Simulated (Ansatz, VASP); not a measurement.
# CdSe: VASP beside Ansatz

```
CELL_PARAMETERS angstrom
0.00000 3.04088 3.04088
3.04088 0.00000 3.04088
3.04088 3.04088 0.00000
ATOMIC_POSITIONS crystal
Cd 0.00000 0.00000 0.00000
Se 0.75000 0.75000 0.75000
```

Alike in both runs: functional PBEsol; k mesh 10 × 10 × 10; occupations gaussian, width 0.02 eV; no spin polarisation.

Ansatz relaxed the structure, and its values are those at the end. VASP's run is a single point on that final structure, the one shown.

|  | VASP | Ansatz |
| --- | --- | --- |
| version | VASP 6.6.1 | Ansatz 0.2.0 |
| potentials or method | VASP PAW PBE potentials, release 64 (Cd, Se) | scalar-relativistic, plane waves, PAW |
| plane-wave cutoff (eV) | 520 | 420 |
| valence electrons in the cell | 18 | 36 |

VASP gave:

```
gap on the k mesh at the Fermi level (eV) : 0.48
least direct gap on the mesh (eV)         : 0.48
pressure (GPa)                            : 0.3
```

What did Ansatz give for the same quantities?

gap on the k mesh at the Fermi level (eV): 0.48; least direct gap on the mesh (eV): 0.48; pressure (GPa): 0.0.

The two sets of potentials don't hold the same shells in valence.

Caveats: the PAW data sets were made with another functional, which shifts forces and pressure a little (VASP).
